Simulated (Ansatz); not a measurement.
# Point defect: Na vacancy in Na

The calculation used DFT PBE, scalar-relativistic, plane waves, PAW (Ansatz). Settings: 420 eV cutoff, 3×3×3 k-mesh, Gaussian smearing of 0.10 eV, no spin polarisation.

Host crystal, relaxed:

```
CELL_PARAMETERS angstrom
-2.09829 2.09829 2.09829
2.09829 -2.09829 2.09829
2.09829 2.09829 -2.09829
ATOMIC_POSITIONS crystal
Na 0.00000 0.00000 0.00000
```

Supercell of 20 atoms, rows in host cell vectors: -1 -1 -3; -1 -3 -1; -3 -1 -1. Atoms relax at the host's cell, keeping the symmetry that the supercell leaves at the site. The cell is small, so energies carry finite-size errors of tenths of an eV. The host is a metal. Atoms are taken from and returned to the elements' standard states.

Defect: Na vacancy at (0.000, 0.000, 0.000) of the host cell.

Question: What is the formation energy of the neutral defect?

Answer: 0.33 eV.

Question: Does the neutral defect carry a moment, and how do its surroundings relax?

Answer: The neutral run had no spin polarisation, so a moment wasn't tested. The nearest neighbours before are 8 Na at 3.63 Å; after relaxation the atoms near the site are 2 Na at 3.46 Å, 6 Na at 3.48 Å; the largest move is 0.18 Å.

Cost: 2 runs of about 3.3 core-minutes in all, on Intel Xeon Processor @ 2.70GHz (shared hosts).